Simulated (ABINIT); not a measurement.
The system is TiB2.

```
Ti B
1.0
     3.02920    0.00000    0.00000
    -1.51460    2.62336    0.00000
     0.00000    0.00000    3.22840
Ti B
1 2
Direct
  0.00000 0.00000 0.00000
  0.66667 0.33333 0.50000
  0.33333 0.66667 0.50000
```

Base run:

```yaml
Program: ABINIT 10.8.3 (patched build)
Functional: PBE
Potentials_or_basis: SPMS NC PBE v1.0
Cutoff: 816 eV
k_mesh: 10 × 10 × 8
Occupations: fermi-dirac, width 0.05 eV
Spin: no spin polarisation
```

Its results: band gap on the k mesh none (metal or under the smearing width); pressure -0.1 GPa.

Question: The run is repeated on the same cell with these changes: potentials or basis from SPMS NC PBE v1.0 to JTH PAW PBE v2.0; cutoff from 816 eV to 408 eV. What comes out?

Answer: Band gap on the k mesh none (metal or under the smearing width); pressure 0.8 GPa.

Caveats: the atomic spheres overlap (some runs).
